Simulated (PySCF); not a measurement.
Runs of PySCF 2.14.0 on PbS (Galena). The structure is cubic, space group Fm-3m (No. 225). Conventional cell: a = 5.931 Å, b = 5.931 Å, c = 5.931 Å, α = 90.00°, β = 90.00°, γ = 90.00°. Pb (site symmetry m-3m) has 6 S at 2.97 Å as nearest neighbours. S (site symmetry m-3m) is surrounded by 6 Pb at 2.97 Å. 

| task | level | potentials or basis | k mesh | smearing | symmetry | density cutoff | exponents discarded below (exp_to_discard) | potentials | gaussian width of the DOS | mesh quality | gap on the mesh (eV) | V0 of scaled cells (Å³/atom) | B0 (GPa) |
| --- | --- | --- | --- | --- | --- | --- | --- | --- | --- | --- | --- | --- | --- |
| density of states | PBEsol | DZVP-MOLOPT-SR/GTH-PBE (potentials made for PBE) | 8 × 8 × 8 | fermi-dirac 0.05 eV | yes | 66 Ha | 0.02 1/bohr^2 | Pb GTH-PBE-q4, S GTH-PBE-q6 | 0.15 eV | not flagged | (c) | - | - |
| EOM-CCSD ionisation and attachment energies | HF | DZVP-MOLOPT-HYB/GTH-HYB (UZH) (potentials made for PBE0) | 2 × 2 × 2 | fixed | - | 55 Ha | 0.02 1/bohr^2 | Pb GTH-HYB-q4, S GTH-HYB-q6 | - | coarse | (a) | - | - |
| equation of state | PBEsol | DZVP-MOLOPT-SR/GTH-PBE (potentials made for PBE) | 5 × 5 × 5 | fermi-dirac 0.05 eV | yes | 66 Ha | 0.02 1/bohr^2 | Pb GTH-PBE-q4, S GTH-PBE-q6 | - | coarse | - | 26.34 | 57 |
| band structure | r2SCAN | DZVP-MOLOPT-SR/GTH-PBE (potentials made for PBE) | 4 × 4 × 4 | fermi-dirac 0.05 eV | yes | 66 Ha | 0.02 1/bohr^2 | Pb GTH-PBE-q4, S GTH-PBE-q6 | - | coarse | (d) | - | - |
| equation of state | LDA | DZVP-MOLOPT-SR/GTH-PBE (potentials made for PBE) | 5 × 5 × 5 | fermi-dirac 0.05 eV | yes | 66 Ha | 0.02 1/bohr^2 | Pb GTH-PBE-q4, S GTH-PBE-q6 | - | coarse | - | 26.26 | 58 |
| band structure | LDA | DZVP-MOLOPT-SR/GTH-PBE (potentials made for PBE) | 4 × 4 × 4 | fermi-dirac 0.05 eV | yes | 66 Ha | 0.02 1/bohr^2 | Pb GTH-PBE-q4, S GTH-PBE-q6 | - | coarse | 0.22 | - | - |
| atomic charges | r2SCAN0 | DZVP-MOLOPT-HYB/GTH-HYB (UZH) (potentials made for PBE0) | 2 × 2 × 2 | fixed | - | 55 Ha | 0.02 1/bohr^2 | Pb GTH-HYB-q4, S GTH-HYB-q6 | - | coarse | 1.73 | - | - |
| atomic charges | r2SCAN | DZVP-MOLOPT-HYB/GTH-HYB (UZH) (potentials made for PBE0) | 2 × 2 × 2 | fixed | - | 55 Ha | 0.02 1/bohr^2 | Pb GTH-HYB-q4, S GTH-HYB-q6 | - | coarse | 0.25 | - | - |
| band structure | r2SCAN | DZVP-MOLOPT-SR/GTH-PBE (potentials made for PBE) | 6 × 6 × 6 | fermi-dirac 0.05 eV | yes | 66 Ha | 0.02 1/bohr^2 | Pb GTH-PBE-q4, S GTH-PBE-q6 | - | not flagged | (b) | - | - |
| G0W0 quasiparticle levels | PBE | DZVP-MOLOPT-HYB/GTH-HYB (UZH) (potentials made for PBE0) | 2 × 2 × 2 | fixed | - | 55 Ha | 0.02 1/bohr^2 | Pb GTH-HYB-q4, S GTH-HYB-q6 | - | coarse | 0.03 | - | - |
| CCSD(T) correlation energy | HF | DZVP-MOLOPT-MGGA/GTH-MGGA (UZH) (potentials made for SCAN) | 2 × 2 × 2 | fixed | - | 56 Ha | 0.02 1/bohr^2 | Pb GTH-MGGA-q4, S GTH-MGGA-q6 | - | coarse | 6.88 | - | - |
| atomic charges | PBE | DZVP-MOLOPT-HYB/GTH-HYB (UZH) (potentials made for PBE0) | 2 × 2 × 2 | fixed | - | 40 Ha | 0.05 1/bohr^2 | Pb GTH-HYB-q4, S GTH-HYB-q6 | - | coarse | 0.03 | - | - |

Alike in all rows: no spin polarisation; cell as given.

Q: Fill in the values left out.

A: (a) 6.83; (b) 0.52; (c) 0.23; (d) 0.53.

Caveats: some runs use coarse meshes; the potentials were made for another functional, which shifts forces and pressure; the basis of atomic orbitals isn't converged, which shifts pressures, moduli and gaps; spin-orbit coupling is left out, which as a rule narrows the gap of such compounds by several tenths of an eV (some runs); meta-GGAs need a finer uniform grid than this (some runs); mesh and basis are far too small for converged many-body values: gaps can be off by tenths of an eV to over 1 eV, and much correlation energy is missing (some runs); on so small a mesh gaps with full-range exact exchange can be off by tenths of an eV to over 1 eV (some runs); the iterative solver can pass over a root and still report convergence (some runs).

A k mesh can miss the band edges, and the runs leave out spin-orbit coupling on Pb.

Not every run made on this cell is shown here.
